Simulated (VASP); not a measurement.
# SrTiO3 (Tausonite) (Pm-3m) in VASP: a series of runs

Aim: see how the results for SrTiO3 (Tausonite) move with the level of theory and the settings. Levels: PBE, r2SCAN. Tasks: G0W0 quasiparticle levels, phonons.

Program: VASP 6.6.1. These are calculated values, not measurements. Logs are shortened: lines on timing, memory, paths and dates and some standing lists are left out, and cuts for length are marked.

### Step 1. Starting point

Symmetry: Pm-3m, No. 221, cubic system. The conventional cell has a = 3.895 Å, b = 3.895 Å, c = 3.895 Å, α = 90.00°, β = 90.00°, γ = 90.00°. Sr (site symmetry m-3m) is surrounded by 12 O at 2.75 Å. Ti (site symmetry m-3m) is surrounded by 6 O at 1.95 Å. O (site symmetry 4/mmm) has 2 Ti at 1.95 Å as nearest neighbours.

### Step 2. G0W0 quasiparticle levels, PBE

Contents of POSCAR:

```
SrTiO3                                  
1.0
    3.8947475960      0.0000000000      0.0000000000
    0.0000000000      3.8947475960      0.0000000000
    0.0000000000      0.0000000000      3.8947475960
  Sr              Ti              O             
     1     1     3
Direct
     0.5000000000000000    0.5000000000000000    0.5000000000000000
     0.0000000000000000    0.0000000000000000    0.0000000000000000
     0.5000000000000000    0.0000000000000000    0.0000000000000000
     0.0000000000000000    0.5000000000000000    0.0000000000000000
     0.0000000000000000    0.0000000000000000    0.5000000000000000
```

Contents of INCAR.step1:

```
PREC     = Accurate       # precision mode
ENCUT    = 500            # plane-wave cutoff, eV
EDIFF    = 1E-8           # SCF threshold, eV
ISMEAR   = 0              # smearing method
SIGMA    = 0.01           # smearing width, eV
LREAL    = F              # projectors in reciprocal space
LASPH    = T              # aspherical terms in the spheres
NELM     = 80             # most SCF steps
ALGO     = Normal         # electronic algorithm
LWAVE    = T              # write WAVECAR
LCHARG   = F              # write CHGCAR
GGA      = PE             # functional
KPAR     = 4
```

Contents of INCAR.step2:

```
PREC     = Accurate       # precision mode
ENCUT    = 500            # plane-wave cutoff, eV
EDIFF    = 1E-8           # SCF threshold, eV
ISMEAR   = 0              # smearing method
SIGMA    = 0.01           # smearing width, eV
LREAL    = F              # projectors in reciprocal space
LASPH    = T              # aspherical terms in the spheres
NELM     = 1              # most SCF steps
ALGO     = Exact          # electronic algorithm
LWAVE    = T              # write WAVECAR
LCHARG   = F              # write CHGCAR
GGA      = PE             # functional
KPAR     = 4            
NBANDS   = 243            # bands
LOPTICS  = T              # frequency-dependent dielectric function
ISTART   = 1
```

Contents of INCAR.step3:

```
PREC     = Accurate       # precision mode
ENCUT    = 500            # plane-wave cutoff, eV
EDIFF    = 1E-8           # SCF threshold, eV
ISMEAR   = 0              # smearing method
SIGMA    = 0.01           # smearing width, eV
LREAL    = F              # projectors in reciprocal space
LASPH    = T              # aspherical terms in the spheres
ALGO     = EVGW0          # electronic algorithm
LWAVE    = F              # write WAVECAR
LCHARG   = F              # write CHGCAR
GGA      = PE             # functional
KPAR     = 4            
NELMGW   = 1            
NBANDS   = 243            # bands
ENCUTGW  = 150            # cutoff of the response function
NOMEGA   = 48             # frequency points
PRECFOCK = Fast         
ISTART   = 1            
NBANDSGW = 28
```

Contents of KPOINTS:

```
Automatic mesh
0
Gamma
  4 4 4
```

Potentials or basis: VASP PAW PBE potentials, release 64 (Sr_sv_GW, Ti_sv_GW, O_GW).

Command:

```console
> cat potpaw_PBE.64/Sr_sv_GW/POTCAR potpaw_PBE.64/Ti_sv_GW/POTCAR potpaw_PBE.64/O_GW/POTCAR > POTCAR
> cp INCAR.step1 INCAR
> mpirun -np 4 vasp_std > vasp.out
> cp INCAR.step2 INCAR
> mpirun -np 4 vasp_std > vasp.out
> cp INCAR.step3 INCAR
> mpirun -np 4 vasp_std > vasp.out
```

OUTCAR:

```text
PREC = Accurate
   ENCUT = 500
   EDIFF = 1E-8
   ISMEAR = 0
   LREAL = F
   LASPH = T
   GGA = PE
   NELMGW = 1
   ENCUTGW = 150
   PRECFOCK = Fast
   ISTART = 1

 ion  position               nearest neighbor table
   1  0.500  0.500  0.500-   3 2.75   4 2.75   5 2.75   3 2.75   4 2.75   3 2.75   5 2.75   3 2.75
                             4 2.75   5 2.75   4 2.75   5 2.75
   2  0.000  0.000  0.000-   3 1.95   4 1.95   5 1.95   5 1.95   4 1.95   3 1.95
   3  0.500  0.000  0.000-   2 1.95   2 1.95   1 2.75   1 2.75   1 2.75   1 2.75
   4  0.000  0.500  0.000-   2 1.95   2 1.95   1 2.75   1 2.75   1 2.75   1 2.75
   5  0.000  0.000  0.500-   2 1.95   2 1.95   1 2.75   1 2.75   1 2.75   1 2.75

  LATTYP: Found a simple cubic cell.
 ALAT       =     3.8947475960

  Lattice vectors:

 A1 = (   3.8947475960,   0.0000000000,   0.0000000000)
 A2 = (   0.0000000000,   3.8947475960,   0.0000000000)
 A3 = (   0.0000000000,   0.0000000000,   3.8947475960)

Analysis of symmetry for initial positions (statically):
=====================================================================
 Subroutine PRICEL returns:
 Original cell was already a primitive cell.

 Routine SETGRP: Setting up the symmetry group for a
 simple cubic supercell.

 Subroutine GETGRP returns: Found 48 space group operations
 (whereof 48 operations were pure point group operations)
 out of a pool of 48 trial point group operations.

The static configuration has the point symmetry O_h .

Analysis of symmetry for dynamics (positions and initial velocities):
=====================================================================
 Subroutine PRICEL returns:
 Original cell was already a primitive cell.

 Routine SETGRP: Setting up the symmetry group for a
 simple cubic supercell.

 Subroutine GETGRP returns: Found 48 space group operations
 (whereof 48 operations were pure point group operations)
 out of a pool of 48 trial point group operations.

The dynamic configuration has the point symmetry O_h .

 Subroutine INISYM returns: Found 48 space group operations
 (whereof 48 operations are pure point group operations),
 and found     1 'primitive' translations

----------------------------------------------------------------------------------------

                                     Primitive cell

  volume of cell :      59.0797

  direct lattice vectors                    reciprocal lattice vectors
     3.894747596  0.000000000  0.000000000     0.256756048  0.000000000  0.000000000
     0.000000000  3.894747596  0.000000000     0.000000000  0.256756048  0.000000000
     0.000000000  0.000000000  3.894747596     0.000000000  0.000000000  0.256756048

  length of vectors
     3.894747596  3.894747596  3.894747596     0.256756048  0.256756048  0.256756048

  position of ions in fractional coordinates (direct lattice)
     0.500000000  0.500000000  0.500000000
     0.000000000  0.000000000  0.000000000
     0.500000000  0.000000000  0.000000000
     0.000000000  0.500000000  0.000000000
     0.000000000  0.000000000  0.500000000

  ion indices of the primitive-cell ions
   primitive index   ion index
                 1           1
                 2           2
                 3           3
                 4           4
                 5           5

----------------------------------------------------------------------------------------

 KPOINTS: Automatic mesh

Automatic generation of k-mesh.
 Grid dimensions read from file:
 generate k-points for:    4    4    4

 Generating k-lattice:

  Cartesian coordinates                     Fractional coordinates (reciprocal lattice)
     0.064189012  0.000000000  0.000000000     0.250000000  0.000000000  0.000000000
     0.000000000  0.064189012  0.000000000     0.000000000  0.250000000  0.000000000
     0.000000000  0.000000000  0.064189012     0.000000000  0.000000000  0.250000000

  Length of vectors
     0.064189012  0.064189012  0.064189012

  Shift w.r.t. Gamma in fractional coordinates (k-lattice)
     0.000000000  0.000000000  0.000000000

 Subroutine IBZKPT returns following result:
 ===========================================

 Found     10 irreducible k-points:

 Following reciprocal coordinates:
            Coordinates               Weight
  0.000000  0.000000  0.000000      1.000000
  0.250000  0.000000  0.000000      6.000000
  0.500000  0.000000  0.000000      3.000000
  0.250000  0.250000  0.000000     12.000000
  0.500000  0.250000  0.000000     12.000000
  0.500000  0.500000  0.000000      3.000000
  0.250000  0.250000  0.250000      8.000000
  0.500000  0.250000  0.250000     12.000000
  0.500000  0.500000  0.250000      6.000000
  0.500000  0.500000  0.500000      1.000000
   k-points           NKPTS =     10   k-points in BZ     NKDIM =     64   number of bands    NBANDS=    243
   number of dos      NEDOS =    301   number of ions     NIONS =      5
   total plane-waves  NPLWV =  21952
   dimension x,y,z NGX =    28 NGY =   28 NGZ =   28
   dimension x,y,z NGXF=    56 NGYF=   56 NGZF=   56
   ions per type =               1   1   3
   NGX,Y,Z   is equivalent  to a cutoff of  11.95, 11.95, 11.95 a.u.
   NGXF,Y,Z  is equivalent  to a cutoff of  23.90, 23.90, 23.90 a.u.
 SYSTEM =  unknown system
   PREC   = accura    normal or accurate (medium, high low for compatibility)
   ISTART =      1    job   : 0-new  1-cont  2-samecut
   ICHARG =      0    charge: 1-file 2-atom 10-const
   ISPIN  =      1    spin polarized calculation?
   LNONCOLLINEAR =      F non collinear calculations
   LSORBIT =      F    spin-orbit coupling
   LASPH  =      T    aspherical Exc in radial PAW
   ENCUT  =  500.0 eV  36.75 Ry    6.06 a.u.   7.10  7.10  7.10*2*pi/ulx,y,z
   NELM   =     60;   NELMIN=  2; NELMDL=  0     # of ELM steps
   EDIFF  = 0.1E-07   stopping-criterion for ELM
   LREAL  =      F    real-space projection
   EDIFFG = 0.1E-06   stopping-criterion for IOM
   NSW    =      0    number of steps for IOM
   IBRION =     -1    ionic relax: 0-MD 1-quasi-New 2-CG
   NFREE  =      0    steps in history (QN), initial steepest desc. (CG)
   ISIF   =      0    stress and relaxation
   ISYM   =      3    0-nonsym 1-usesym 2-fastsym
   POTIM  = 0.5000    time-step for ionic-motion
   TEBEG  =    0.0;   TEEND  =   0.0 temperature during run
   PSTRESS=    0.0 pullay stress
   NELECT =      40.0000    total number of electrons
   NUPDOWN=      -1.0000    fix difference up-down
   EMIN   =  10.00;   EMAX   =-10.00  energy-range for DOS
   EFERMI =   0.00;   METHOD = LEGACY
   ISMEAR =     0;   SIGMA  =   0.01  broadening in eV -4-tet -1-fermi 0-gaus
   EFERMI_NEDOS =   21; number of points for ismear=-14 and -15
   IALGO  =     38    algorithm
   IMIX   =      4    mixing-type and parameters
     AMIX     =   0.40;   BMIX     =  1.00
     AMIX_MAG =   1.60;   BMIX_MAG =  1.00
  volume/ion in A,a.u.               =      11.82        79.74
  Fermi-wavevector in a.u.,A,eV,Ry     =   1.437525  2.716529 28.116155  2.066479
  Thomas-Fermi vector in A             =   2.556593
   LORBIT       =      0    0 simple, 1 ext, 2 COOP (PROOUT), +10 PAW based schemes
   GGA     = PE    functional components
   LHFCALC =     T    Hartree Fock is set to
   PRECFOCK=fast      Normal, Fast or Accurate (Low or Medium for compatibility)
   ENCUT4O =  -1.0   cutoff for four orbital integrals eV
   NKREDX  =     1    reduce k-point grid by
   NKREDY  =     1    reduce k-point grid by
   NKREDZ  =     1    reduce k-point grid by
   AEXX    =    1.0000 exact exchange contribution
   HFSCREEN=    0.0000 screening length (either q_TF or 0.3 A-1)
   HFSCREENC=   0.0000 screening length for correlation (either q_TF or 0.3 A-1)
   ENCUTFOCK=  -1.0 apply spherical cutoff to Coloumb kernel
   IVDW    =     0    specifies the selected vdW correction
   LEPSILON=     F    determine dielectric tensor
   LRPA    =     F    only Hartree local field effects (RPA)
   LRPAFORCE           =     F    calculate RPA forces
   ENCUTGW             = 150.0    cutoff for response function in eV
   ENCUTGWSOFT         = 120.0    soft cutoff for Coulomb kernel in GW response function in eV
   ENCUTLF             =  -1.0    cutoff for local field effects
   NELMGW              =     1    number of iterations in solving QP/BSE equation
   NELMHF              =     1    number of iterations in the inner HF iteration
   NKREDLFX            =     1    NKREDLFY  =   1   NKREDLFZ  =   1
 non-spin polarized calculation
 Gauss-broadening in eV      SIGMA  =   0.01
  energy-cutoff  :      500.00
  volume of cell :       59.08
 maximum number of plane-waves:      1516
  NGX = 16; NGY = 16; NGZ = 16
   NGX = 15   NGY = 15   NGZ = 15
 maximum number of plane-waves:       280

 QP shifts <psi_nk| G(iteration)W_0 |psi_nk>: iteration 1
 for sc-GW calculations column KS-energies equals QP-energies in previous step
 and V_xc(KS)=  KS-energies - (<T + V_ion + V_H > + <T+V_H+V_ion>^1  + <V_x>^1)

 k-point   1 :       0.0000    0.0000    0.0000
  band No.  KS-energies  QP-energies   sigma(KS)   V_xc(KS)     V^pw_x(r,r')   Z            occupation Imag(sigma)

      1     -51.2988     -52.4028     -26.8287     -24.9637     -41.7086       0.5919       2.0000       1.8312
      2     -27.6031     -29.1432     -19.7853     -17.4463     -28.9763       0.6585       2.0000       1.3183
      3     -27.5634     -28.5497     -25.5935     -24.1084     -34.6456       0.6641       2.0000       1.0969
      4     -27.5634     -28.5497     -25.5935     -24.1084     -34.6456       0.6641       2.0000       1.0969
      5     -27.5634     -28.5497     -25.5935     -24.1084     -34.6456       0.6641       2.0000       1.0969
      6     -12.3596     -13.7064     -21.1060     -19.0745     -30.7057       0.6629       2.0000       1.5636
[... 20 lines left out ...]
     27      10.5394      11.2746      -9.7713     -10.6643      -5.4264       0.8233       0.0000      -0.2409
     28      11.3824      11.9778     -10.6559     -11.3857      -6.2678       0.8158       0.0000      -0.2464

 k-point   2 :       0.2500    0.0000    0.0000
  band No.  KS-energies  QP-energies   sigma(KS)   V_xc(KS)     V^pw_x(r,r')   Z            occupation Imag(sigma)

      1     -51.2980     -52.4014     -26.8239     -24.9645     -41.7092       0.5934       2.0000       1.8314
      2     -27.6791     -28.9167     -22.7446     -20.8543     -31.9225       0.6547       2.0000       1.2245
      3     -27.5617     -28.5478     -25.5932     -24.1109     -34.6428       0.6653       2.0000       1.0951
      4     -27.5617     -28.5478     -25.5932     -24.1109     -34.6428       0.6653       2.0000       1.0951
      5     -27.5117     -28.7809     -22.5754     -20.6645     -31.6903       0.6642       2.0000       1.1989
      6     -12.4279     -13.8465     -20.8056     -18.6890     -29.9761       0.6702       2.0000       1.4892
[... 20 lines left out ...]
     27      11.4864      12.3731     -10.9555     -12.0504      -6.6690       0.8098       0.0000      -0.2577
     28      12.7714      13.5016     -11.5651     -12.4750      -7.0427       0.8025       0.0000      -0.2895

 k-point   3 :       0.5000    0.0000    0.0000
  band No.  KS-energies  QP-energies   sigma(KS)   V_xc(KS)     V^pw_x(r,r')   Z            occupation Imag(sigma)

      1     -51.2974     -52.3985     -26.8192     -24.9656     -41.7098       0.5940       2.0000       1.8316
      2     -27.7285     -28.9029     -23.2064     -21.4048     -32.4212       0.6518       2.0000       1.2196
      3     -27.5603     -28.5452     -25.5928     -24.1135     -34.6407       0.6658       2.0000       1.0935
      4     -27.5603     -28.5452     -25.5928     -24.1135     -34.6407       0.6658       2.0000       1.0935
      5     -27.4862     -28.8019     -22.0567     -20.0796     -31.1848       0.6654       2.0000       1.2127
      6     -12.5811     -14.0576     -20.4830     -18.3019     -29.3277       0.6770       2.0000       1.4398
[... 188 lines left out ...]
      3     -27.6328     -28.5753     -25.4538     -24.0180     -34.6101       0.6564       2.0000       1.1197
      4     -27.5942     -28.5570     -25.5216     -24.0693     -34.6207       0.6630       2.0000       1.1033
      5     -27.5490     -29.0857     -19.8288     -17.4980     -29.0005       0.6593       2.0000       1.3021
      6     -11.3720     -12.7554     -21.9872     -19.9211     -31.2739       0.6696       2.0000       1.4259
[... 20 lines left out ...]
     27      13.2180      14.3597     -11.8267     -13.2487      -7.1222       0.8028       0.0000      -0.3098
     28      13.5780      15.2431     -21.3377     -23.7496     -14.2689       0.6903       0.0000      -0.6784

 k-point  10 :       0.5000    0.5000    0.5000
  band No.  KS-energies  QP-energies   sigma(KS)   V_xc(KS)     V^pw_x(r,r')   Z            occupation Imag(sigma)

      1     -51.2944     -52.4025     -26.7999     -24.9689     -41.7117       0.6052       2.0000       1.8321
      2     -27.6307     -28.5711     -25.4538     -24.0217     -34.6082       0.6566       2.0000       1.1176
      3     -27.6307     -28.5711     -25.4538     -24.0217     -34.6082       0.6566       2.0000       1.1176
      4     -27.6307     -28.5711     -25.4538     -24.0217     -34.6082       0.6566       2.0000       1.1176
      5     -27.5394     -29.0762     -19.8364     -17.5074     -29.0051       0.6599       2.0000       1.3031
      6     -10.9974     -12.4261     -22.3278     -20.2246     -31.4188       0.6793       2.0000       1.3518
[... 20 lines left out ...]
     27      13.5790      15.2434     -21.3369     -23.7496     -14.2676       0.6899       0.0000      -0.6790
     28      13.5790      15.2434     -21.3369     -23.7496     -14.2676       0.6899       0.0000      -0.6790
```

It took 4 min on 4 MPI ranks of AMD EPYC 9R45 (Zen 5), shared host; peak memory 0.7 GiB.

What came out:

- Band gap on the k mesh, mean-field level: 1.88 eV, indirect (least direct gap 2.22 eV)
- Quasiparticle gap: 3.64 eV
- Least direct quasiparticle gap: 3.98 eV

Caveat: bands, screening cutoff and mesh are small and nothing is extrapolated, so the quasiparticle values aren't converged.

(Continued in part 2 of 2.)
